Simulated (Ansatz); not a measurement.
# GaAs (F-43m) in Ansatz: settings compared

The runs below take GaAs through single point, relaxation of cell and atoms, with PBE, BLYP.

Program: Ansatz 0.2.0. These are calculated values, not measurements. Logs are shortened: lines on timing, memory, paths and dates and some standing lists are left out, and cuts for length are marked.

**Experimental background.**

“Evidence of valence band perturbations in GaAsN/GaAs(001): A combined variable-angle spectroscopic ellipsometry and modulated photoreflectance investigation”, 2008, arxiv:0805.2212 reports, for a bulk crystal of GaAs at 300 K: band gap 1.412 ± 0.01 eV (direct).

How close the calculation comes is told below.

## Step 1: The crystal as given

Symmetry: F-43m, No. 216, cubic system. Conventional cell: a = 5.654 Å, b = 5.654 Å, c = 5.654 Å, α = 90.00°, β = 90.00°, γ = 90.00°. As (site symmetry -43m) is surrounded by 4 Ga at 2.45 Å. Ga (site symmetry -43m) has 4 As at 2.45 Å as nearest neighbours.

## Step 2: Single point, PBE

File input.yaml:

```yaml
crystal:
  lattice:
    - [0.0, 2.82685, 2.82685]
    - [2.82685, 0.0, 2.82685]
    - [2.82685, 2.82685, 0.0]
  atoms:
    - { symbol: As, position: [0.75, 0.75, 0.75] }
    - { symbol: Ga, position: [0.0, 0.0, 0.0] }
kpoints:
  mp_grid: { grid: [8, 8, 8] }
scf:
  occupations: { method: gaussian, width: 0.011 }
hamiltonian:
  xc: pbe
  pseudopotentials: { kind: all_electron, lapw: { basis_error: 0.001 } }
output:
  forces: true
  stress: true
  eigenvalues: true
```

Potentials or basis: all-electron LAPW, scalar-relativistic.

Command:

```bash
$ ansatz run input.yaml --threads 1 --pin off --max-ram 3072MiB --backend cpu --events-out ev --progress --plain --runs-dir out
```

What it wrote:

```text
Warning: RAYON_NUM_THREADS=1 ignored (pool sized by the plan → 1); use --threads N
LAPW: plane waves up to 9.105 Å⁻¹, error target 1.0e-3 eV per atom; small_component_spin mean_spin; Ga in spheres of 1.234 Å, 21 of its electrons in bands, Dirac shells []; As in spheres of 1.214 Å, 23 of its electrons in bands, Dirac shells [] (how accurate: hamiltonian.pseudopotentials.lapw.basis_error, Limitations)
Engine: ansatz 0.2.0, aarch64-unknown-linux-gnu
Pseudopotentials: kind: all_electron
Pseudopotential: As, LAPW, valence charge 23, lapw/all_electron/scalar/gaussian/As, Koelling and Harmon's equation, gaussian nucleus
Pseudopotential: Ga, LAPW, valence charge 21, lapw/all_electron/scalar/gaussian/Ga, Koelling and Harmon's equation, gaussian nucleus
Functional definition: PBE
  parameter kappa = 0.804
  parameter beta = 0.06672455060314922
  exchange = pbe_x(kappa = kappa, mu = beta*pi^2/3)
  correlation = pbe_c(beta = beta)
Crystal: 2 atoms, lattice volume = 45.179 Å³
Basis set: ecut = 315.88135834842035 eV, 561 PW (Γ), exchange–correlation at level 2
Bands: 27, of which v1, the nominal top of the filled ones, is band 22 counted from 1 (21 counted from 0)
Symmetry: 24 space group operations
Space group: F-43m (ITA 216), of the structure as read, at distance tolerance 3.6e-5 Å
k-points: 29 of 512 (time reversal used)
Non-local potential: As, projectors of the file, none
Non-local potential: Ga, projectors of the file, none
Initial density: superposition of atomic densities (chi_scale 0.1, normalization cell, long waves kept (reshape's long-wave potential 0.00 eV rms))
Initial wavefunctions: plane waves of lowest kinetic energy (no species holds an atomic orbital)
Functional: x = pbe(κ = 0.804, μ = 0.2195149727645171), c = pbe(β = 0.06672455060314922)
iter 1 solved again at ethr=1.31e-3 eV; its pass at ethr=1.00e-1 eV (dr2=5.78e-1 eV) is discarded
SCF iter   1: F=—  HF=-114424.608832 eV  |F-HF|=—  |Δ(HF+E_count)|=         —  Δρ=3.06e-2  dr2=5.79e-1  ethr=1.31e-3  ⟨swp⟩=2.0  Hψ=4834  notcnv=0
preconditioner: auto → none  [insulator: Δε(μ)=0.701 eV  Ē_g=15.932 eV  σ=0.011 eV  W_gap=1.00  n_scr=14 (ndim 8)  ℏωp=23.4 eV  f_vac=0.115  D(μ)=0.00/eV (n_scr^D=0)  ε∞_Penn≈3.2]
SCF iter   2: F=—  HF=-114424.467414 eV  |F-HF|=—  |Δ(HF+E_count)|=   1.41e-1  Δρ=1.22e-2  dr2=6.40e-2  ethr=1.31e-3  ⟨swp⟩=2.4  Hψ=2336  notcnv=0
SCF iter   3: F=—  HF=-114424.454464 eV  |F-HF|=—  |Δ(HF+E_count)|=   1.30e-2  Δρ=5.46e-3  dr2=1.27e-2  ethr=1.45e-4  ⟨swp⟩=2.0  Hψ=2320  notcnv=0
iter 4 solved again at ethr=1.04e-6 eV; its pass at ethr=2.89e-5 eV (dr2=4.59e-4 eV) is discarded
SCF iter   4: F=—  HF=-114424.450830 eV  |F-HF|=—  |Δ(HF+E_count)|=         —  Δρ=1.07e-3  dr2=4.58e-4  ethr=1.04e-6  ⟨swp⟩=2.0  Hψ=3927  notcnv=0
the basis was enlarged: its passes take 130.7 KiB over the memory plan, 1 of 1 planned eigensolver slots
SCF iter   5: F=—  HF=-114424.450759 eV  |F-HF|=—  |Δ(HF+E_count)|=   7.13e-5  Δρ=2.15e-4  dr2=1.24e-5  ethr=1.04e-6  ⟨swp⟩=2.7  Hψ=2303  notcnv=0
SCF iter   6: F=—  HF=-114424.450777 eV  |F-HF|=—  |Δ(HF+E_count)|=   1.81e-5  Δρ=8.34e-5  dr2=2.35e-6  ethr=2.81e-8  ⟨swp⟩=3.0  Hψ=2277  notcnv=0
SCF iter   7: F=-114424.450782 eV  HF=-114424.450782 eV  |F-HF|=1.79e-7  |Δ(HF+E_count)|=   5.39e-6  Δρ=1.39e-5  dr2=7.41e-8  ethr=5.33e-9  ⟨swp⟩=3.0  Hψ=2293  notcnv=0
SCF 1 converged in 7 iterations: F = -114424.450782 eV  dr2 = 7.41e-8
SCF converged after 7 iterations
Free energy (F): -114424.450782 eV
Harris-Foulkes:  -114424.450782 eV  (|F-HF|=1.79e-7)
Internal energy: -114424.450782 eV  (E = F + TS)
E sigma→0 (E₀):  -114424.450782 eV
Fermi energy:    9.613941 eV
--- Per-component energies (eV) ---
  E_band       = -2120.887000
  E_kinetic    = 116839.767174
  E_xc         = -4342.503902
  E_electrostatic = -226921.714054  (all electrons and nuclei)
  E_smearing   = -0.000000  (= −TS)
  E_closure    = 0.000000  (closes the sum)
  E_atoms      = -114416.203472  (free atoms, spherical and without spin; not in F)
  Σ components = -114424.450782   (vs F -114424.450782, Δ=0.00e0)
  Basis errors (estimates in eV, not in F): energy 4.3e-4 per atom: plane waves 4.0e-4 (2.3e-4 summed), levels above the bands 0.0e0, relativity 3.2e-8, radial functions 3.4e-5, core shells 6.7e-11; eigenvalues (radial functions only) 8.7e-7; not estimated: angular momenta, meshes, grids; target (lapw.basis_error) 1.0e-3; muffin-tin radii Ga 1.234 Å, As 1.214 Å
--- Forces (eV/Å), atoms counted from 1 ---
  atom   1  As    -0.00000000     0.00000000     0.00000000
  atom   2  Ga     0.00000000    -0.00000000    -0.00000000
  max |Σ_I F_I| component: 6.94e-18 eV/Å
--- Stress (GPa, compression-positive) ---
        3.272479      -0.000000       0.000000
       -0.000000       3.272479       0.000000
        0.000000       0.000000       3.272479
  P = ⅓ Tr σ = 3.2725 GPa (32.725 kbar)
--- Band table (eV; the first three rows and the last of 29) ---
  k-point 0: bands = ["-175.3707", "-134.2563", "-118.7428", "-118.7428", "-118.7428", "-84.9878", "-84.9878", "-84.9878", "-25.7912", "-25.7912", "-25.7912", "-25.7817", "-25.7817", "-5.4244", "-5.4244", "-5.4244", "-5.3461", "-5.3461", "-3.3727", "9.3535", "9.3535", "9.3535", "9.8741", "13.0941", "13.0941", "13.0941", "16.9517"]
  k-point 1: bands = ["-175.3707", "-134.2563", "-118.7428", "-118.7428", "-118.7428", "-84.9878", "-84.9878", "-84.9878", "-25.7912", "-25.7911", "-25.7911", "-25.7817", "-25.7817", "-5.4383", "-5.4209", "-5.4209", "-5.3463", "-5.3463", "-3.1900", "7.3933", "9.1180", "9.1180", "10.9489", "13.4416", "13.4416", "13.5537", "17.8885"]
  k-point 2: bands = ["-175.3707", "-134.2563", "-118.7428", "-118.7428", "-118.7428", "-84.9878", "-84.9878", "-84.9878", "-25.7911", "-25.7908", "-25.7908", "-25.7816", "-25.7816", "-5.4684", "-5.4131", "-5.4131", "-5.3458", "-5.3458", "-2.6801", "5.2199", "8.6767", "8.6767", "10.8095", "13.9596", "13.9596", "15.3121", "18.3276"]
  k-point 28: bands = ["-175.3707", "-134.2563", "-118.7428", "-118.7428", "-118.7428", "-84.9878", "-84.9878", "-84.9878", "-25.7910", "-25.7906", "-25.7894", "-25.7818", "-25.7811", "-5.5248", "-5.3928", "-5.3802", "-5.3566", "-5.3424", "-0.8149", "2.7310", "5.8236", "6.0165", "13.9795", "14.0777", "14.7720", "15.4036", "20.4307"]
```

Wall time 16 s (1 thread of Arm Neoverse V1, shared host); peak memory 0.29 GiB.

Results:

* Free energy: -114424.4508 eV
* Pressure: 3.3 GPa
* Band gap on the k mesh: 0.52 eV, direct

Levels at points of the mesh, in eV from the valence-band top:
| k point | band 20 | band 21 | band 22 | band 23 | band 24 | band 25 |
| --- | --- | --- | --- | --- | --- | --- |
| (0.00, 0.00, 0.00) | 0.00 | 0.00 | 0.00 | 0.52 | 3.74 | 3.74 |
| (0.00, 0.00, -0.50) | -6.63 | -1.14 | -1.14 | 1.01 | 4.65 | 4.65 |
| (0.00, -0.50, -0.50) | -6.81 | -2.67 | -2.67 | 1.47 | 1.66 | 10.18 |

## Step 3: Single point, PBE

Changes to input.yaml since step 2:

```diff
@@ -11,3 +11,3 @@
 scf:
-  occupations: { method: gaussian, width: 0.011 }
+  occupations: { method: gaussian, width: 0.015 }
 hamiltonian:
```

Potentials or basis: all-electron LAPW, scalar-relativistic.

Command:

```bash
$ ansatz run input.yaml --threads 1 --pin off --max-ram 3072MiB --backend cpu --events-out ev --progress --plain --runs-dir out
```

It took 16 s on 1 thread of Arm Neoverse V1, shared host; peak memory 0.29 GiB.

The run converged. Its results:

```
Free energy            : -114424.4508 eV
Pressure               : 3.3 GPa
Band gap on the k mesh : 0.52 eV, direct
```

Levels at points of the mesh, in eV from the valence-band top:
```
             k point  band 19  band 20  band 21  band 22  band 23  band 24  band 25  band 26
  (0.00, 0.00, 0.00)   -12.73     0.00     0.00     0.00     0.52     3.74     3.74     3.74
 (0.00, 0.00, -0.50)   -10.96    -6.63    -1.14    -1.14     1.01     4.65     4.65     7.76
(0.00, -0.50, -0.50)   -10.23    -6.81    -2.67    -2.67     1.47     1.66    10.18    10.18
```

## Step 4: Relaxation of cell and atoms, BLYP

Changes to input.yaml since step 3:

```diff
@@ -11,5 +11,5 @@
 scf:
-  occupations: { method: gaussian, width: 0.015 }
+  occupations: { method: fermi_dirac, width: 0.05 }
 hamiltonian:
-  xc: pbe
+  xc: blyp
   pseudopotentials: { kind: all_electron, lapw: { basis_error: 0.001 } }
@@ -18,2 +18,5 @@
   stress: true
-  eigenvalues: true
+relax:
+  f_tol: 0.005
+  max_steps: 60
+  cell: {}
```

Potentials or basis: all-electron LAPW, scalar-relativistic.

Command:

```bash
$ ansatz run input.yaml --threads 1 --pin off --max-ram 3072MiB --backend cpu --events-out ev --progress --plain --runs-dir out
```

What it wrote:

```text
Warning: RAYON_NUM_THREADS=1 ignored (pool sized by the plan → 1); use --threads N
The last accepted step is kept in <dir> (removed where the run ends without a failure and the disk answers)
LAPW: plane waves up to 9.467 Å⁻¹, error target 1.0e-3 eV per atom; small_component_spin mean_spin; Ga in spheres of 1.196 Å, 21 of its electrons in bands, Dirac shells []; As in spheres of 1.179 Å, 23 of its electrons in bands, Dirac shells [] (how accurate: hamiltonian.pseudopotentials.lapw.basis_error, Limitations)
Engine: ansatz 0.2.0, aarch64-unknown-linux-gnu
Pseudopotentials: kind: all_electron
Pseudopotential: As, LAPW, valence charge 23, lapw/all_electron/scalar/gaussian/As, Koelling and Harmon's equation, gaussian nucleus
Pseudopotential: Ga, LAPW, valence charge 21, lapw/all_electron/scalar/gaussian/Ga, Koelling and Harmon's equation, gaussian nucleus
Functional definition: BLYP
  parameter beta = 0.0042
  parameter a = 0.04918
  parameter b = 0.132
  parameter c = 0.2533
  parameter d = 0.349
  exchange = b88_x(beta = beta)
  correlation = lyp_c(a = a, b = b, c = c, d = d)
Crystal: 2 atoms, lattice volume = 45.179 Å³
[... 73 lines left out ...]
  E_kinetic    = 116865.979139
  E_xc         = -4362.084233
  E_electrostatic = -226948.912762  (all electrons and nuclei)
  E_smearing   = -0.000539  (= −TS)
  E_closure    = 0.000000  (closes the sum)
  E_atoms      = -114438.061329  (free atoms, spherical and without spin; not in F)
  Σ components = -114445.018395   (vs F -114445.018395, Δ=0.00e0)
  Basis errors (estimates in eV, not in F): energy 4.0e-4 per atom: plane waves 3.6e-4 (2.2e-4 summed), levels above the bands 1.2e-64, relativity 2.4e-7, radial functions 3.5e-5, core shells 7.7e-11; eigenvalues (radial functions only) 3.4e-7; not estimated: angular momenta, meshes, grids; target (lapw.basis_error) 1.0e-3; muffin-tin radii Ga 1.239 Å, As 1.222 Å
--- Forces (eV/Å), atoms counted from 1 ---
  atom   1  As    -0.00000000     0.00000000     0.00000000
  atom   2  Ga     0.00000000    -0.00000000    -0.00000000
  max |Σ_I F_I| component: 2.31e-18 eV/Å
--- Stress (GPa, compression-positive) ---
        0.013159      -0.000000      -0.000000
       -0.000000       0.013159       0.000000
       -0.000000       0.000000       0.013159
  P = ⅓ Tr σ = 0.0132 GPa (0.132 kbar)
--- Relaxed structure (4 steps of the walk, 4 accepted, 1 SCFs on fresh bases) ---
  F+E_penalty+E_count = -114445.01839494 eV   max|allowed force component| = 1.503e-17 eV/Å   (the final SCF, on the basis selected at the relaxed cell)
  cell:  # Å, volume = 50.3325 Å³
    - [-1.6305190505265886e-33, 2.930485645392516, 2.930485645392516]
    - [2.930485645392516, 5.6813398166785824e-33, 2.930485645392516]
    - [2.930485645392516, 2.930485645392516, 6.853275384244569e-33]
  atoms:
    - { symbol: As, position: [0.7500000000000001, 0.7500000000000001, 0.7500000000000001] }
    - { symbol: Ga, position: [1.0446583941113825e-33, -9.254310773921486e-34, -7.4942884794947e-34] }
```

Run time: 50 s. Hardware: 1 thread of Arm Neoverse V1, shared host; peak memory 0.31 GiB.

Results:

```
Free energy                            : -114445.0184 eV
Relaxed volume                         : 25.17 Å³/atom
Relaxed cell                           : a = 4.144 Å, b = 4.144 Å, c = 4.144 Å, α = 60.00°, β = 60.00°, γ = 60.00°
Space group after relaxing (to 0.05 Å) : F-43m (No. 216)
Energy gained by relaxing              : 50.1 meV/atom
Ionic steps                            : 5
Pressure after relaxing                : 0.0 GPa
```

The path:
```tsv
step	energy change (eV)	largest force (eV/Å)	volume (Å³)
1	0.0000	0.0000	45.18
2	-0.0937	0.0000	48.92
3	-0.1001	0.0000	50.10
4	-0.1003	0.0000	50.33
5	-0.1003	0.0000	50.33
```

Final structure:
```yaml
crystal:
  lattice:
    - [0.00000, 2.93049, 2.93049]
    - [2.93049, 0.00000, 2.93049]
    - [2.93049, 2.93049, 0.00000]
  atoms:
    - { symbol: As, position: [0.75000, 0.75000, 0.75000] }
    - { symbol: Ga, position: [0.00000, 0.00000, 0.00000] }
```

Caveat: the volume moved by +11 % from the deposited cell, more than functionals usually miss.

## Step 5: Overview

```tsv
task	level	cell	cutoff (eV)	smearing	gap on the mesh (eV)	pressure (GPa)
single point	PBE	as given	316	gaussian 0.011 eV	0.52	3.3
single point	PBE	as given	316	gaussian 0.015 eV	0.52	3.3
relaxation of cell and atoms	BLYP	relaxed	-	fermi-dirac 0.05 eV	-	0.0
```

Alike in all rows: potentials or basis all-electron LAPW, scalar-relativistic; no spin polarisation; k mesh 8 × 8 × 8; basis error allowed 0.001 eV/atom.

Caveats: the volume moved by +11 % from the deposited cell, more than functionals usually miss (some runs).

Compare energies only between runs with the same functional and basis.

## Step 6: Against experiment

Step 2. A measured gap of GaAs is 1.412 eV (direct; 300 K; “Evidence of valence band perturbations in GaAsN/GaAs(001): A combined variable-angle spectroscopic ellipsometry and modulated photoreflectance investigation”, 2008, arxiv:0805.2212); the calculated 0.52 eV misses it by -0.89 eV. 3 values of this kind are on record (1.412 to 1.51 eV); this one was drawn at random among those near their median, those with a stated uncertainty first. Spin-orbit coupling on As, Ga is left out. The value is that of PBE on a finite k mesh, which can miss the band edges, without temperature or zero-point motion. Semilocal functionals fall short of measured gaps as a rule.

Step 3. Measured gap of GaAs: 1.412 eV (direct; 300 K; “Evidence of valence band perturbations in GaAsN/GaAs(001): A combined variable-angle spectroscopic ellipsometry and modulated photoreflectance investigation”, 2008, arxiv:0805.2212). This calculation gives 0.52 eV (-0.89 eV). 3 values of this kind are on record (1.412 to 1.51 eV); this one was drawn at random among those near their median, those with a stated uncertainty first. Spin-orbit coupling on As, Ga is left out. The value is that of PBE on a finite k mesh, which can miss the band edges, without temperature or zero-point motion. Semilocal functionals fall short of measured gaps as a rule.
